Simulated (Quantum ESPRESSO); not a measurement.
The system is Si2W.

```
W Si
1.0
    -1.60690    1.60690    3.91495
     1.60690   -1.60690    3.91495
     1.60690    1.60690   -3.91495
W Si
1 2
Direct
  0.00000 0.00000 0.00000
  0.66530 0.66530 0.00000
  0.33470 0.33470 0.00000
```

```yaml
Program: Quantum ESPRESSO 7.5
Task: phonons
Functional: PBE
Potentials_or_basis: JTH 2.0 PBE
Cutoff: 490 eV
Density_cutoff: 2939 eV
k_mesh: 10 × 10 × 10
Occupations: cold, width 0.2 eV
Spin: no spin polarisation
Mixing_beta: 0.5
Most_SCF_iterations: 120
SCF_threshold: 6e-10 Ry
```

The cell and the atoms were relaxed first, to 13.67 Å³/atom (a = 4.549 Å, b = 4.549 Å, c = 4.549 Å, α = 138.42°, β = 138.42°, γ = 60.26°), and the response was taken there.

Question: Where do the zone-centre optical modes lie?

Answer: Eu at 252 cm⁻¹ (IR); A2u at 296 cm⁻¹ (IR); Eg at 328 cm⁻¹ (Raman); A1g at 430 cm⁻¹ (Raman).

Optical modes at Γ, degenerate ones joined:
```csv
cm⁻¹,components,symmetry,active in
252,2,Eu,IR
296,1,A2u,IR
328,2,Eg,Raman
430,1,A1g,Raman
```

Caveat: the cutoff is low for these files, which shifts pressure and relaxed volume.
